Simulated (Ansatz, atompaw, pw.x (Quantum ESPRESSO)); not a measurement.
# pw.x on fcc Ga: one setting changed

Potential: PAW, atompaw 4.2.0.5, LDA (PW92); core [Ar], reference 3d10 4s2 4p1; waves: 4s (bound): rc 2.86 bohr; 4s channel at 4.1 Ry: rc 2.86 bohr; 4p (bound): rc 2.10 bohr; 4p channel at 1.25 Ry: rc 2.10 bohr; 3d (bound): rc 1.72 bohr; 3d channel at -0.25 Ry: rc 1.72 bohr; local part: bessel scheme, radius 2.54 bohr; core correction: smooth core density matched at 2.80 bohr; augmentation: sinc compensation charge, radius 2.68 bohr; PAW radius 2.86 bohr; waves and projectors: custom polynom vanderbiltortho.

The reference run (k-mesh 14³, cutoffs 100/900 Ry, Fermi–Dirac 0.01 Ry, mixing_beta 0.4, conv_thr 1e-9, no spin) gives 0.63 GPa at 17.150 Å³/atom, where all-electron LAPW gives -0.02 GPa. This run, with its own iteration cap, changes smearing to gauss.

```
&control
  calculation='scf', prefix='x', pseudo_dir='./', outdir='./tmp', tstress=.true., disk_io='none'
/
&system
  ibrav=0, nat=1, ntyp=1, ecutwfc=100, ecutrho=900, nbnd=14,
  occupations='smearing', smearing='gauss', degauss=0.01
/
&electrons
  conv_thr=1e-09, mixing_beta=0.4, electron_maxstep=50
/
ATOMIC_SPECIES
Ga 1.0 Ga.UPF
CELL_PARAMETERS angstrom
  0.00000000 2.04681242 2.04681242
  2.04681242 0.00000000 2.04681242
  2.04681242 2.04681242 0.00000000
ATOMIC_POSITIONS crystal
Ga 0.0000 0.0000 0.0000
K_POINTS automatic
14 14 14 0 0 0
```

```bash
pw.x < Ga.scf.in > Ga.scf.out
```

Task: How does the run end?

Result: It converges in 6 iterations; the free energy moves by +8.5 meV/atom and the pressure by -0.16 GPa. Gaussian smearing of the same width is narrower in effect than Fermi–Dirac, so its quadratic term in F is smaller.

```
Message from routine setup:
     using ibrav=0 with symmetry is DISCOURAGED, use correct ibrav instead
     lattice parameter (alat)  =       5.4701  a.u.
     unit-cell volume          =     115.7339 (a.u.)^3
     number of electrons       =        13.00
     number of Kohn-Sham states=           14
     kinetic-energy cutoff     =     100.0000  Ry
     charge density cutoff     =     900.0000  Ry
     scf convergence threshold =      1.0E-09
     Exchange-correlation= SLA PW NOGX NOGC
     number of k points=   104  Gaussian smearing, width (Ry)=  0.0100
     iteration #  1     ecut=   100.00 Ry     beta= 0.40
     total energy              =    -272.36680961 Ry
     estimated scf accuracy    <       0.00829703 Ry
     iteration #  2     ecut=   100.00 Ry     beta= 0.40
     total energy              =    -272.36822480 Ry
     estimated scf accuracy    <       0.00130623 Ry
     iteration #  3     ecut=   100.00 Ry     beta= 0.40
     total energy              =    -272.36831923 Ry
     estimated scf accuracy    <       0.00005811 Ry
     iteration #  4     ecut=   100.00 Ry     beta= 0.40
     total energy              =    -272.36832879 Ry
     estimated scf accuracy    <       0.00000043 Ry
     iteration #  5     ecut=   100.00 Ry     beta= 0.40
     total energy              =    -272.36832882 Ry
     estimated scf accuracy    <       0.00000009 Ry
     iteration #  6     ecut=   100.00 Ry     beta= 0.40
     the Fermi energy is    16.4125 ev
!    total energy              =    -272.36832882 Ry
     estimated scf accuracy    <          8.9E-10 Ry
     smearing contrib. (-TS)   =      -0.00015268 Ry
     The total energy is F=E-TS. E is the sum of the following terms:
     one-electron contribution =     -91.85886488 Ry
     hartree contribution      =      15.77280580 Ry
     xc contribution           =     -13.83685949 Ry
     ewald contribution        =    -100.16271171 Ry
     one-center paw contrib.   =     -82.28254587 Ry
     convergence has been achieved in   6 iterations
          total   stress  (Ry/bohr**3)                   (kbar)     P=        4.75
     Message from routine punch:
     Nothing written, as per user request (disk_io='none')
```

The run took about 27 s on one core of a shared host (Intel(R) Xeon(R) Platinum 8488C, 96 threads, 744 GiB, load 55).
